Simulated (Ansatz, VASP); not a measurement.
**AlN: VASP beside Ansatz**

```
Al N
1.0
    -0.08097    1.99524    1.99524
     1.99524   -0.08097    1.99524
     1.99524    1.99524   -0.08097
Al N
1 1
Direct
  0.50000 0.50000 0.50000
  0.00000 0.00000 0.00000
```

Alike in both runs: task single point; functional PBE; k mesh 10 × 10 × 10; occupations gaussian, width 0.05 eV; no spin polarisation.

|  | VASP | Ansatz |
| --- | --- | --- |
| version | VASP 6.6.1 | Ansatz 0.2.0 |
| potentials or method | VASP PAW PBE potentials, release 64 (Al, N) | scalar-relativistic, plane waves, PAW |
| plane-wave cutoff (eV) | 520 | 520 |
| valence electrons in the cell | 8 | 8 |

```tsv
	VASP	Ansatz	Ansatz less VASP
gap on the k mesh at the Fermi level (eV)	3.57	3.58	+0.013
least direct gap on the mesh (eV)	4.74	4.73	-0.009
pressure (GPa)	0.1	0.3	+0.14
largest component of the traceless stress (GPa)	11.44	11.43	-0.007
```

A k mesh can miss the band edges.
